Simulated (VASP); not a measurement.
Crystal: PbSe (Clausthalite).

```xyz
2
Lattice="0.0000 3.0520 3.0520 3.0520 0.0000 3.0520 3.0520 3.0520 0.0000" Properties=species:S:1:pos:R:3 pbc="T T T"
Pb    0.0000    0.0000    0.0000
Se    3.0520    3.0520    3.0520
```

Program: VASP 6.6.1. Alike in all runs: task band structure; cell as given; cutoff (eV) 520; smearing gaussian 0.03 eV. Hardware: 1 thread of Intel(R) Xeon(R) Platinum 8259CL CPU @ 2.50GHz (Skylake/Cascade Lake), with other jobs on the host.

Order these runs on this cell by their wall time, lowest first.
A. level LDA; potentials or basis VASP PAW LDA potentials, release 64 (Pb_d, Se); spin off; k mesh 8 × 8 × 8
B. level TB-mBJ; potentials or basis VASP PAW PBE potentials, release 64 (Pb_d, Se); spin SOC, no magnetisation; k mesh 6 × 6 × 6
C. level r2SCAN; potentials or basis VASP PAW PBE potentials, release 64 (Pb_d, Se); spin off; k mesh 8 × 8 × 8

A (69 s), C (240 s), B (510 s).

Runs at the PBE level aren't shown here.
